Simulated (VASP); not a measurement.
A run of VASP 6.6.1 is set up as follows.

INCAR

```
PREC = Accurate
ENCUT = 520
EDIFF = 1E-7
ISMEAR = -1
SIGMA = 0.02
LREAL = Auto
LASPH = True
NELM = 60
ALGO = Normal
ISIF = 2
LWAVE = False
LCHARG = False
GGA = PE
IVDW = 12
NBANDS = 26
```

The input KPOINTS:

```
regular mesh
0
Gamma
  1 1 1
```

The input POSCAR:

```
H
1.0
    7.3061440000      0.0000000000      0.0000000000
    0.0000000000      7.3061440000      0.0000000000
    0.0000000000      0.0000000000      7.3061440000
H
20
Direct
    0.3403026275      0.4295015264      0.2927672928
    0.3626810531      0.5167431685      0.2571534314
    1.0790233535      1.0826367507      0.5066557681
    1.0509510899      1.1626379113      0.4710145324
    0.7555695590      0.9241947599      0.7147409085
    0.7655337754      0.8752907142      0.8141777660
    0.7684765042      0.4112292339      0.5829887831
    0.6570907992      0.3685254493      0.6006588427
    0.0434018273      1.2585024330      1.0428620076
    0.1441800216      1.2299648077      1.0377019670
    0.7867487966      0.2009952172     -0.0569931280
    0.7634943959      0.1211993632     -0.1238136013
    0.2848972043     -0.1529260852      0.2313395411
    0.3806248549     -0.1866100641      0.2139842850
    0.8848990658      0.9860604992      0.1868701192
    0.9187472900      0.8930565836      0.1409224893
    0.2626009014      0.0538587797      0.8108107368
    0.2339127178      0.0170678267      0.7188470416
    1.0307352278      0.4629254501      0.3363607397
    1.0161447680      0.5628961050      0.3875505328
```

Potentials or basis: VASP PAW PBE potentials, release 64 (H).

Command:

```sh
$ cat potpaw_PBE.64/H/POTCAR > POTCAR
$ mpirun -np 1 vasp_gam > vasp.out
```

(1) What does it give for the band gap on the k mesh?

(2) Estimate the dispersion energy per atom.

## Answers

(1) 8.16 eV, direct.

(2) -0.013 eV.
